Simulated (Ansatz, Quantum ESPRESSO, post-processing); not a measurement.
# 2H-WS2, layer by layer, part 8 of 8

What does each added layer of 2H-WS2 bring in screening, and what does it do to the gap?

Quantum ESPRESSO 7.5; plane-wave DFT, PBE, GBRV ultrasoft pseudopotentials; geometry by Ansatz 0.2.0 with PAW datasets.

So far. Step 14 (Band structure, 2 layers: no field): Along this path the valence top lies at Γ and the conduction bottom between K and Γ. Step 20 (Potential by pp.x, 3 layers): The slope in the vacuum is 0.100 eV/Å for an applied 0.10 V/Å, as it should be.

### Step 21. Band structure, 3 layers: no field

Contents of n3.f0.bands.in:

```
&control
  prefix = 'n3.f0.bands'
  outdir = './out'
  pseudo_dir = './pseudo'
  calculation = 'bands'
  tefield = .true.
  dipfield = .true.
/
&system
  ibrav = 0
  nat = 9
  ntyp = 2
  ecutwfc = 40
  ecutrho = 200
  occupations = 'smearing'
  smearing = 'fd'
  degauss = 0.004
  edir = 3
  emaxpos = 0.97
  eopreg = 0.04
  eamp = 0.0
  nbnd = 43
/
&electrons
  conv_thr = 1e-07
  mixing_beta = 0.4
  electron_maxstep = 120
  mixing_mode = 'local-TF'
/
ATOMIC_SPECIES
  S   32.0600  s_pbe_v1.4.uspp.F.UPF
  W   183.8400  w_pbe_v1.2.uspp.F.UPF
CELL_PARAMETERS angstrom
  3.15567936550449 -0.00000000000000 -0.00000000000000
  -1.57783968275224 2.73289849672525 -0.00000000000000
  -0.00000000000000 -0.00000000000000 34.02686069730000
ATOMIC_POSITIONS crystal
  S   0.333333333333 0.666666666667 0.274977673737
  W   0.000000000000 -0.000000000000 0.321323628745
  S   0.333333333333 0.666666666667 0.367613366582
  S   0.000000000000 -0.000000000000 0.453726420713
  W   0.333333333333 0.666666666667 0.499998737762
  S   -0.000000000000 -0.000000000000 0.546271054888
  S   0.333333333333 0.666666666667 0.632387895861
  W   -0.000000000000 -0.000000000000 0.678677641651
  S   0.333333333333 0.666666666667 0.725023580061
K_POINTS crystal_b
4
  0.0000000000 0.0000000000 0.0000000000 12
  0.5000000000 0.0000000000 0.0000000000 12
  0.3333333333 0.3333333333 0.0000000000 12
  0.0000000000 0.0000000000 0.0000000000 1
```

Command:

```
> cp -r out/n3.f0.save out/n3.f0.bands.save
> cp out/n3.f0.xml out/n3.f0.bands.xml
> OMP_NUM_THREADS=1 mpirun -n 4 pw.x -nk 4 -in n3.f0.bands.in > n3.f0.bands.out
```

What it wrote:

```text
[banner, memory and clock lines left out]
Program PWSCF v.7.5 starts

          URL

     Presently no symmetry can be used with electric field

     Atomic positions and unit cell read from directory:
     ./out/n3.f0.bands.save/

     G-vector sticks info

     bravais-lattice index     =            0
     lattice parameter (alat)  =       5.9634  a.u.
     unit-cell volume          =    1980.3176 (a.u.)^3
     number of atoms/cell      =            9
     number of atomic types    =            2
     number of electrons       =        78.00
     number of Kohn-Sham states=           43
     kinetic-energy cutoff     =      40.0000  Ry
     charge density cutoff     =     200.0000  Ry
     Exchange-correlation= SLA  PW   PBE  PBE
                           (   1   4   3   4   0   0   0)

     celldm(1)=   5.963370  celldm(2)=   0.000000  celldm(3)=   0.000000
     celldm(4)=   0.000000  celldm(5)=   0.000000  celldm(6)=   0.000000

     crystal axes: (cart. coord. in units of alat)
               a(1) = (   1.000000  -0.000000  -0.000000 )
               a(2) = (  -0.500000   0.866025  -0.000000 )
               a(3) = (  -0.000000  -0.000000  10.782737 )

     reciprocal axes: (cart. coord. in units 2 pi/alat)
               b(1) = (  1.000000  0.577350  0.000000 )
               b(2) = (  0.000000  1.154701  0.000000 )
               b(3) = (  0.000000  0.000000  0.092741 )

     PseudoPot. # 1 for S  read from file:
     ./pseudo/s_pbe_v1.4.uspp.F.UPF
     Pseudo is Ultrasoft + core correction, Zval =  6.0
     Generated by new atomic code, or converted to UPF format
     Using radial grid of  907 points,  6 beta functions with:
                l(1) =   0
                l(2) =   0
                l(3) =   1
                l(4) =   1
                l(5) =   2
                l(6) =   2
     Q(r) pseudized with  8 coefficients,  rinner =    1.300   1.300   1.300
                                                       1.300   1.300

     PseudoPot. # 2 for W  read from file:
     ./pseudo/w_pbe_v1.2.uspp.F.UPF
     Pseudo is Ultrasoft + core correction, Zval = 14.0
     Generated by new atomic code, or converted to UPF format
     Using radial grid of  923 points,  8 beta functions with:
                l(1) =   0
                l(2) =   0
                l(3) =   0
                l(4) =   1
                l(5) =   1
                l(6) =   2
                l(7) =   2
                l(8) =   3
     Q(r) pseudized with  6 coefficients,  rinner =    1.350   1.350   1.350
                                                       1.350   1.350   1.350
                                                       1.350

     atomic species   valence    mass     pseudopotential
     S                 6.00    32.06000     S ( 1.00)
     W                14.00   183.84000     W ( 1.00)

     No symmetry found

   Cartesian axes

     site n.     atom                  positions (alat units)
         1        S      tau(   1) = (  -0.0000000   0.5773503   2.9650119  )
         2        W      tau(   2) = (   0.0000000  -0.0000000   3.4647482  )
         3        S      tau(   3) = (  -0.0000000   0.5773503   3.9638783  )
         4        S      tau(   4) = (   0.0000000  -0.0000000   4.8924127  )
         5        W      tau(   5) = (  -0.0000000   0.5773503   5.3913549  )
         6        S      tau(   6) = (   0.0000000   0.0000000   5.8902971  )
         7        S      tau(   7) = (  -0.0000000   0.5773503   6.8188724  )
         8        W      tau(   8) = (   0.0000000   0.0000000   7.3180025  )
         9        S      tau(   9) = (  -0.0000000   0.5773503   7.8177386  )

     number of k points=    37  Fermi-Dirac smearing, width (Ry)=  0.0040
                       cart. coord. in units 2pi/alat
        k(    1) = (   0.0000000   0.0000000   0.0000000), wk =   0.0540541
        k(    2) = (   0.0416667   0.0240563   0.0000000), wk =   0.0540541
        k(    3) = (   0.0833333   0.0481125   0.0000000), wk =   0.0540541
        k(    4) = (   0.1250000   0.0721688   0.0000000), wk =   0.0540541
        k(    5) = (   0.1666667   0.0962250   0.0000000), wk =   0.0540541
        k(    6) = (   0.2083333   0.1202813   0.0000000), wk =   0.0540541
        k(    7) = (   0.2500000   0.1443376   0.0000000), wk =   0.0540541
        k(    8) = (   0.2916667   0.1683938   0.0000000), wk =   0.0540541
        k(    9) = (   0.3333333   0.1924501   0.0000000), wk =   0.0540541
        k(   10) = (   0.3750000   0.2165064   0.0000000), wk =   0.0540541
        k(   11) = (   0.4166667   0.2405626   0.0000000), wk =   0.0540541
        k(   12) = (   0.4583333   0.2646189   0.0000000), wk =   0.0540541
        k(   13) = (   0.5000000   0.2886751   0.0000000), wk =   0.0540541
        k(   14) = (   0.4861111   0.3127314   0.0000000), wk =   0.0540541
        k(   15) = (   0.4722222   0.3367877   0.0000000), wk =   0.0540541
        k(   16) = (   0.4583333   0.3608439   0.0000000), wk =   0.0540541
        k(   17) = (   0.4444444   0.3849002   0.0000000), wk =   0.0540541
        k(   18) = (   0.4305556   0.4089564   0.0000000), wk =   0.0540541
        k(   19) = (   0.4166667   0.4330127   0.0000000), wk =   0.0540541
        k(   20) = (   0.4027778   0.4570690   0.0000000), wk =   0.0540541
        k(   21) = (   0.3888889   0.4811252   0.0000000), wk =   0.0540541
        k(   22) = (   0.3750000   0.5051815   0.0000000), wk =   0.0540541
        k(   23) = (   0.3611111   0.5292377   0.0000000), wk =   0.0540541
        k(   24) = (   0.3472222   0.5532940   0.0000000), wk =   0.0540541
        k(   25) = (   0.3333333   0.5773503   0.0000000), wk =   0.0540541
        k(   26) = (   0.3055556   0.5292377   0.0000000), wk =   0.0540541
        k(   27) = (   0.2777778   0.4811252   0.0000000), wk =   0.0540541
        k(   28) = (   0.2500000   0.4330127   0.0000000), wk =   0.0540541
        k(   29) = (   0.2222222   0.3849002   0.0000000), wk =   0.0540541
        k(   30) = (   0.1944444   0.3367877   0.0000000), wk =   0.0540541
        k(   31) = (   0.1666667   0.2886751   0.0000000), wk =   0.0540541
        k(   32) = (   0.1388889   0.2405626   0.0000000), wk =   0.0540541
        k(   33) = (   0.1111111   0.1924501   0.0000000), wk =   0.0540541
        k(   34) = (   0.0833333   0.1443376   0.0000000), wk =   0.0540541
        k(   35) = (   0.0555556   0.0962250   0.0000000), wk =   0.0540541
        k(   36) = (   0.0277778   0.0481125   0.0000000), wk =   0.0540541
        k(   37) = (   0.0000000   0.0000000   0.0000000), wk =   0.0540541

     Dense  grid:    94903 G-vectors     FFT dimensions: (  27,  27, 300)

[...]
5.9622   5.9809   6.6367

          k = 0.3889 0.4811 0.0000 (  8532 PWs)   bands (ev):

   -70.5301 -70.5277 -70.5274 -34.9403 -34.9356 -34.9353 -34.8067 -34.8023
   -34.8020 -34.7351 -34.7320 -34.7315  -9.0168  -8.9783  -8.9495  -8.8787
    -8.8433  -8.8348  -2.5450  -2.4444  -2.3708  -2.2764  -2.2186  -2.1860
    -1.0807  -0.9322  -0.7380  -0.2319  -0.1905  -0.0400   0.0593   0.2266
     0.2371   1.0359   1.1462   1.3530   3.0763   3.1844   3.2720   5.7912
     5.8127   5.8199   6.4901

          k = 0.3750 0.5052 0.0000 (  8532 PWs)   bands (ev):

   -70.5298 -70.5275 -70.5272 -34.9283 -34.9237 -34.9234 -34.8251 -34.8207
   -34.8204 -34.7341 -34.7311 -34.7306  -8.9727  -8.9389  -8.9165  -8.8561
    -8.8238  -8.8185  -2.3912  -2.3783  -2.2769  -2.2703  -2.2418  -2.2405
    -1.0362  -0.9360  -0.8241  -0.3797  -0.3732  -0.1709  -0.0862   0.2037
     0.2039   1.0230   1.0966   1.2982   3.1727   3.2735   3.3587   5.6489
     5.6627   5.6635   6.3756

          k = 0.3611 0.5292 0.0000 (  8572 PWs)   bands (ev):

   -70.5296 -70.5273 -70.5270 -34.9162 -34.9115 -34.9112 -34.8429 -34.8384
   -34.8381 -34.7335 -34.7303 -34.7300  -8.9346  -8.9055  -8.8912  -8.8386
    -8.8082  -8.8057  -2.4270  -2.3535  -2.2898  -2.2099  -2.1380  -2.1267
    -1.0114  -0.9751  -0.9740  -0.5309  -0.5045  -0.3495  -0.0568   0.1848
     0.2278   1.0259   1.0469   1.2331   3.2643   3.3587   3.4416   5.5159
     5.5292   5.5300   6.2960

          k = 0.3472 0.5533 0.0000 (  8562 PWs)   bands (ev):

   -70.5294 -70.5271 -70.5268 -34.9049 -34.9003 -34.9000 -34.8576 -34.8531
   -34.8528 -34.7329 -34.7297 -34.7294  -8.9063  -8.8817  -8.8765  -8.8283
    -8.7979  -8.7972  -2.4637  -2.3838  -2.3216  -2.0888  -2.0402  -2.0305
    -1.1428  -1.0495  -0.9941  -0.6076  -0.5850  -0.4294  -0.0117   0.1576
     0.2533   1.0077   1.0495   1.1648   3.3337   3.4242   3.5059   5.4206
     5.4340   5.4346   6.2508

          k = 0.3333 0.5774 0.0000 (  8550 PWs)   bands (ev):

   -70.5294 -70.5271 -70.5268 -34.8995 -34.8948 -34.8945 -34.8642 -34.8598
   -34.8594 -34.7325 -34.7294 -34.7291  -8.8945  -8.8726  -8.8723  -8.8253
    -8.7942  -8.7941  -2.4768  -2.3957  -2.3332  -2.0429  -2.0027  -1.9881
    -1.2103  -1.0905  -1.0021  -0.6239  -0.6081  -0.4491   0.0149   0.1383
     0.2642   0.9920   1.0832   1.1143   3.3604   3.4498   3.5315   5.3859
     5.3984   5.3987   6.2367

          k = 0.3056 0.5292 0.0000 (  8562 PWs)   bands (ev):

   -70.5296 -70.5273 -70.5270 -34.9129 -34.9083 -34.9080 -34.8452 -34.8407
   -34.8404 -34.7335 -34.7304 -34.7301  -8.9455  -8.9147  -8.8962  -8.8415
    -8.8103  -8.8062  -2.4204  -2.3441  -2.2806  -2.1695  -2.1163  -2.1106
    -0.9897  -0.9443  -0.9297  -0.6044  -0.5906  -0.3646  -0.0729   0.1916
     0.2198   1.0353   1.0622   1.2468   3.2553   3.3434   3.4207   5.5162
     5.5331   5.5367   6.2817

          k = 0.2778 0.4811 0.0000 (  8528 PWs)   bands (ev):

   -70.5304 -70.5281 -70.5278 -34.9248 -34.9201 -34.9198 -34.8145 -34.8100
   -34.8097 -34.7363 -34.7332 -34.7328  -9.0872  -9.0403  -8.9992  -8.9056
    -8.8592  -8.8406  -2.3592  -2.2990  -2.2569  -2.2169  -2.1571  -2.1127
    -0.8275  -0.8104  -0.7123  -0.4963  -0.4445  -0.1598  -0.1486   0.1489
     0.2006   1.1289   1.2406   1.4309   3.0269   3.1028   3.1622   5.6983
     5.7906   5.8668   6.3815

          k = 0.2500 0.4330 0.0000 (  8506 PWs)   bands (ev):

   -70.5317 -70.5294 -70.5291 -34.9240 -34.9193 -34.9190 -34.7831 -34.7786
   -34.7783 -34.7412 -34.7380 -34.7377  -9.3134  -9.2487  -9.1905  -9.0105
    -8.9404  -8.9024  -2.4170  -2.3311  -2.2938  -1.9435  -1.8742  -1.8306
    -0.8859  -0.8644  -0.7053  -0.3975  -0.1257   0.0302   0.0451   0.1942
     0.2642   1.3532   1.4654   1.6194   2.8102   2.8630   2.8950   5.6367
     5.8741   6.1437   6.4885

          k = 0.2222 0.3849 0.0000 (  8474 PWs)   bands (ev):

   -70.5337 -70.5313 -70.5310 -34.9086 -34.9039 -34.9036 -34.7527 -34.7484
   -34.7481 -34.7480 -34.7449 -34.7446  -9.6075  -9.5274  -9.4559  -9.1420
    -9.0476  -8.9884  -2.3608  -2.2518  -2.1982  -1.5667  -1.4966  -1.4474
    -1.0547  -0.9770  -0.7595  -0.4503  -0.1070   0.0873   0.4641   0.5197
     0.5786   1.6304   1.6943   1.7879   2.6658   2.6926   2.6981   5.3957
     5.7093   6.1086   6.5341

          k = 0.1944 0.3368 0.0000 (  8466 PWs)   bands (ev):

   -70.5361 -70.5337 -70.5334 -34.8798 -34.8753 -34.8750 -34.7568 -34.7536
   -34.7533 -34.7245 -34.7201 -34.7198  -9.9430  -9.8511  -9.7700  -9.2882
    -9.1709  -9.0904  -2.2569  -2.0876  -1.9881  -1.2783  -1.2637  -1.0350
    -1.0314  -0.9379  -0.8578  -0.4418  -0.0952   0.1155   0.8813   0.9079
     0.9237   1.8977   1.8988   1.9278   2.5782   2.5944   2.5954   5.1967
     5.5181   5.8943   6.4238

          k = 0.1667 0.2887 0.0000 (  8442 PWs)   bands (ev):

   -70.5388 -70.5365 -70.5362 -34.8401 -34.8355 -34.8352 -34.7666 -34.7633
   -34.7630 -34.6992 -34.6948 -34.6945 -10.2913 -10.1912 -10.1039  -9.4381
    -9.2999  -9.1993  -2.2736  -1.9841  -1.7360  -1.2638  -1.2478  -1.1038
    -0.7014  -0.4935  -0.4545  -0.2288   0.0195   0.2352   1.1697   1.1961
     1.2003   1.9962   2.0537   2.1596   2.5543   2.5795   2.5865   5.1510
     5.4547   5.7847   6.1848

          k = 0.1389 0.2406 0.0000 (  8414 PWs)   bands (ev):

   -70.5417 -70.5393 -70.5390 -34.7930 -34.7885 -34.7882 -34.7769 -34.7736
   -34.7733 -34.6774 -34.6731 -34.6728 -10.6267 -10.5215 -10.4306  -9.5817
    -9.4254  -9.3064  -2.4915  -2.1275  -1.7175  -1.0259  -1.0062  -0.9845
    -0.4799  -0.1106   0.0364   0.2343   0.3393   0.4861   1.2424   1.2714
     1.2761   2.0294   2.1471   2.3499   2.6881   2.7043   2.7171   5.2650
     5.5406   5.8354   6.0443

          k = 0.1111 0.1925 0.0000 (  8430 PWs)   bands (ev):

   -70.5445 -70.5421 -70.5418 -34.7870 -34.7838 -34.7834 -34.7440 -34.7396
   -34.7393 -34.6596 -34.6553 -34.6550 -10.9285 -10.8203 -10.7278  -9.7109
    -9.5392  -9.4046  -2.7827  -2.3923  -1.9579  -0.6322  -0.6016  -0.5891
    -0.2618   0.1856   0.4501   0.7536   0.8113   0.8802   1.1276   1.1546
     1.1577   2.0225   2.1725   2.4610   2.8533   2.9953   3.0334   5.4927
     5.7195   5.9755   6.0549

          k = 0.0833 0.1443 0.0000 (  8388 PWs)   bands (ev):

   -70.5470 -70.5446 -70.5443 -34.7959 -34.7926 -34.7922 -34.6979 -34.6936
   -34.6933 -34.6454 -34.6412 -34.6409 -11.1801 -11.0704 -10.9774  -9.8185
    -9.6347  -9.4875  -3.0576  -2.6550  -2.2198  -0.1856  -0.1580  -0.1508
    -0.0197   0.4914   0.8320   0.9386   0.9633   0.9697   1.2270   1.2721
     1.3041   1.9918   2.1412   2.4912   2.9791   3.2842   3.4136   5.8023
     5.9443   6.1098   6.1757

          k = 0.0556 0.0962 0.0000 (  8362 PWs)   bands (ev):

   -70.5489 -70.5465 -70.5462 -34.8029 -34.7996 -34.7992 -34.6604 -34.6562
   -34.6559 -34.6354 -34.6312 -34.6309 -11.3689 -11.2585 -11.1656  -9.8993
    -9.7068  -9.5503  -3.2752  -2.8665  -2.4333   0.2174   0.2226   0.2475
     0.2513   0.7721   0.7966   0.7996   0.8108   1.2242   1.5804   1.6196
     1.6407   1.9533   2.0645   2.4335   3.0354   3.4977   3.7372   6.1516
     6.1994   6.2454   6.2503

          k = 0.0278 0.0481 0.0000 (  8330 PWs)   bands (ev):

   -70.5501 -70.5478 -70.5475 -34.8072 -34.8039 -34.8034 -34.6359 -34.6317
   -34.6314 -34.6294 -34.6251 -34.6248 -11.4859 -11.3752 -11.2825  -9.9493
    -9.7515  -9.5894  -3.4135  -3.0019  -2.5705   0.3991   0.5156   0.5386
     0.5409   0.6621   0.6846   0.6868   1.0904   1.6077   1.7916   1.8282
     1.8446   1.9214   1.9595   2.2795   3.0477   3.6123   3.9431   6.3427
     6.3546   6.3636   6.3835

          k = 0.0000 0.0000 0.0000 (  8313 PWs)   bands (ev):

   -70.5506 -70.5482 -70.5479 -34.8087 -34.8056 -34.8049 -34.6273 -34.6273
   -34.6231 -34.6231 -34.6227 -34.6227 -11.5255 -11.4148 -11.3222  -9.9662
    -9.7667  -9.6026  -3.4608  -3.0484  -2.6177   0.4685   0.6234   0.6234
     0.6457   0.6457   0.6478   0.6478   1.2197   1.8598   1.8598   1.8957
     1.8957   1.9113   1.9113   2.1075   3.0475   3.6452   4.0118   6.3734
     6.3734   6.3810   6.3810

     XML data file, pseudopotentials, collected wavefunctions

                                        0.00s GPU  (    1050 calls)
[key lines of the parts left out:]
Dipole field         -0.0000 Ry au,
```

The job ended after 94 s (4 MPI ranks of Arm Neoverse V2, shared host; peak memory 0.54 GiB; 6.3 min of CPU time).

Numbers from this step:

* dipole along the normal: 0 e·Å
* valence top, on the run's zero: 4.012 eV
* conduction bottom, on the run's zero: 5.151 eV
* gap by band count: 1.139 eV

Band numbers count within the set of bands kept for display. Electronic bands along the path, in eV, zero at the highest filled level of the SCF mesh; v1 is the highest filled band, c1 the lowest empty one:

| point | v4 | v3 | v2 | v1 | c1 | c2 | c3 | c4 |
| --- | --- | --- | --- | --- | --- | --- | --- | --- |
| Γ | -1.90 | -0.96 | -0.37 | 0.00 | 2.36 | 2.36 | 2.37 | 2.37 |
| halfway | -1.95 | -1.52 | -1.44 | -1.41 | 1.51 | 1.79 | 1.93 | 2.02 |
| M | -1.70 | -1.61 | -1.52 | -1.46 | 2.39 | 2.42 | 2.43 | 2.71 |
| halfway | -2.60 | -1.11 | -0.99 | -0.90 | 2.04 | 2.09 | 2.12 | 2.79 |
| K | -2.90 | -0.65 | -0.56 | -0.48 | 1.37 | 1.39 | 1.39 | 2.22 |
| halfway | -1.85 | -1.46 | -1.43 | -1.43 | 1.14 | 1.44 | 1.77 | 2.17 |
| Γ | -1.90 | -0.96 | -0.37 | 0.00 | 2.36 | 2.36 | 2.37 | 2.37 |

Along this path the valence top lies at Γ and the conduction bottom between K and Γ.

### Step 22. Polarisability from the dipole between 0 and 0.1 V/A, 3 layers

This step gave:

* polarisability a cell: 10.59 Å³
* sheet polarisability 4πα/A: 15.43 Å

Table of change of the potential energy, second field less first by z:

z (Å), change of the potential energy, second field less first (eV) and a bar from the least value:
```
        0     -0.465 #######
        1     -0.830 
        2     -0.730 ##
        3     -0.630 ####
        4     -0.530 #####
        5     -0.430 #######
        6     -0.330 #########
        7     -0.232 ###########
        8     -0.146 ############
        9     -0.105 #############
       10     -0.098 #############
       11     -0.093 #############
       12     -0.089 #############
       13     -0.080 ##############
       14     -0.045 ##############
       15     -0.012 ###############
       16     -0.004 ###############
       17      0.000 ###############
       18      0.004 ###############
       19      0.012 ###############
       20      0.044 ################
       21      0.080 ################
       22      0.089 #################
       23      0.092 #################
       24      0.097 #################
       25      0.104 #################
       26      0.144 ##################
       27      0.229 ###################
       28      0.328 #####################
       29      0.427 #######################
       30      0.527 #########################
       31      0.627 ##########################
       32      0.727 ############################
       33      0.827 ##############################
```

### Step 23. The series side by side

All levels:

| level | sheet polarisability (Å) | gap without a field (eV) | vacuum over the valence top of the mesh (eV) | CPU time (s) |
| --- | --- | --- | --- | --- |
| 1 layer | 5.092 | 1.811 | 5.712 | 249.6 |
| 2 layers | 10.25 | 1.358 | 5.267 | 865.7 |
| 3 layers | 15.43 | 1.139 | 5.135 | 2511 |

### Step 24. The arithmetic

From 2 to 3 layers, over the growth of the distance between the outermost mean planes: (15.429 − 10.249) Å / 6.076 Å = 0.853 = 1 − 1/ε, so ε = 6.8.

### Step 25. What came out

```
4πα/A of 1 layer                         : 5.09 Å
gap along the path, 1 layer              : 1.81 eV
Kohn-Sham ionisation potential, 1 layer  : 5.71 eV
4πα/A of 2 layers                        : 10.25 Å
gap along the path, 2 layers             : 1.36 eV
Kohn-Sham ionisation potential, 2 layers : 5.27 eV
4πα/A of 3 layers                        : 15.43 Å
gap along the path, 3 layers             : 1.14 eV
Kohn-Sham ionisation potential, 3 layers : 5.13 eV
```

What this shows: The sheet polarisability 4πα/A grows as 5.09, 10.25 and 15.43 Å for 1, 2 and 3 layers (PBE, GBRV ultrasoft). The last layer adds 6.08 Å between the outermost mean planes and 5.18 Å of 4πα/A; 1 − 1/ε = 0.853 gives ε = 6.8 along the normal for the stacked crystal at this spacing. The gap runs 1.81, 1.36 and 1.14 eV, falling with each layer as bands that reach between the layers split. The single layer was relaxed under plain PBE (a = 3.187 Å), the stacks with a dispersion correction (a = 3.157 Å for two layers), so the first step mixes stacking with a strain of -0.9 %. The nearest atoms of neighbouring layers lie 3.45 Å apart. With 1 − 1/ε so near one, ε is touchy: 0.1 Å more spacing would give ε = 6.2. On the path the edges lie as follows: K to K for 1, Γ to between K and Γ for 2 and Γ to between K and Γ for 3 (valence top to conduction bottom, by number of layers). One stacking was chosen. The ions are clamped in the field. Semilocal gaps are too small and shrink less with thickness than quasiparticle gaps, which also feel the screening by neighbours. Spin-orbit coupling is left out; depending on the atoms that carry the levels of interest, it can split and shift them by tenths of an eV to an eV or more.

[Logs are printed without paths, hosts, clocks, repeated set-up lines and the standing remarks that a program may print on its own settings, such as how far it seeks lower states.]

[Hosts, paths, dates, database ids (printed as entryN), source tags and the programs' standing remarks are cut or masked in the printed files.]

[Maps of the electrostatic potential energy from Ansatz leave out the sawtooth potential of an applied field or a dipole correction, so their vacuum need not be flat; planar profiles and work functions include it.]
